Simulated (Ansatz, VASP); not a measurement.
HgTe: VASP beside Ansatz

```
CELL_PARAMETERS angstrom
0.00000 3.07712 3.07712
3.07712 0.00000 3.07712
3.07712 3.07712 0.00000
ATOMIC_POSITIONS crystal
Hg 0.00000 0.00000 0.00000
Te 0.50000 0.50000 0.50000
```

Measurements of this composition are mostly on another form, of space group No. 216.

Alike in both runs: task single point; functional PBE; k mesh 6 × 6 × 6; occupations gaussian, width 0.1 eV; no spin polarisation.

|  | VASP | Ansatz |
| --- | --- | --- |
| version | VASP 6.6.1 | Ansatz 0.2.0 |
| potentials or method | VASP PAW PBE potentials, release 64 (Hg, Te) | scalar-relativistic, plane waves, PAW |
| plane-wave cutoff (eV) | 520 | 420 |
| valence electrons in the cell | 18 | 36 |

|  | VASP | Ansatz | Ansatz less VASP |
| --- | --- | --- | --- |
| gap on the k mesh at the Fermi level (eV) | none | none | - |
| pressure (GPa) | -0.3 | -0.4 | -0.10 |

A gap of «none» marks a metal or a gap that the smearing closes. The two sets of potentials don't hold the same shells in valence.

Spin-orbit coupling is left out, which matters for the levels of Hg, Te.
